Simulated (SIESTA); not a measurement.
Crystal: Au.

```
CELL_PARAMETERS angstrom
2.90000 0.00000 0.00000
-1.45000 2.51147 0.00000
0.00000 0.00000 4.88000
ATOMIC_POSITIONS crystal
Au 0.66667 0.33333 0.25000
Au 0.33333 0.66667 0.75000
```

This isn't the form of Au at room conditions, which is fcc.

Base run:

| Item | Value |
| --- | --- |
| Program | SIESTA 5.4.2 |
| Functional | PBEsol |
| Potentials or basis | PseudoDojo 0.4 standard (PBEsol files, fully relativistic) |
| Basis | DZP (energy shift 0.003 Ry; two zetas on semicore shells) |
| Grid cutoff | 800 Ry |
| Energy shift | 0.003 Ry |
| k mesh | 8 × 8 × 4 |
| Occupations | fermi-dirac, width 0.05 eV |
| Spin | non-collinear spin, zero start, spin-orbit coupling |
| Starting moments | [[0.0, 0.0, 0.0], [0.0, 0.0, 0.0]] μB |

Its results: band gap on the k mesh none (metal or under the smearing width); pressure -9.6 GPa.

Question: The run is repeated on the same cell with these changes: potentials or basis from PseudoDojo 0.4 standard (PBEsol files, fully relativistic) to PseudoDojo 0.4 standard (PBEsol files); spin from non-collinear spin, zero start, spin-orbit coupling to no spin polarisation. What comes out?

Answer: Band gap on the k mesh none (metal or under the smearing width); pressure -4.5 GPa.

Caveats: short orbitals over semicore shells can move pressures by several GPa; the basis of atomic orbitals isn't converged, which shifts pressures, moduli and gaps; spin-orbit coupling is left out, which moves the levels of the heavy elements (some runs).
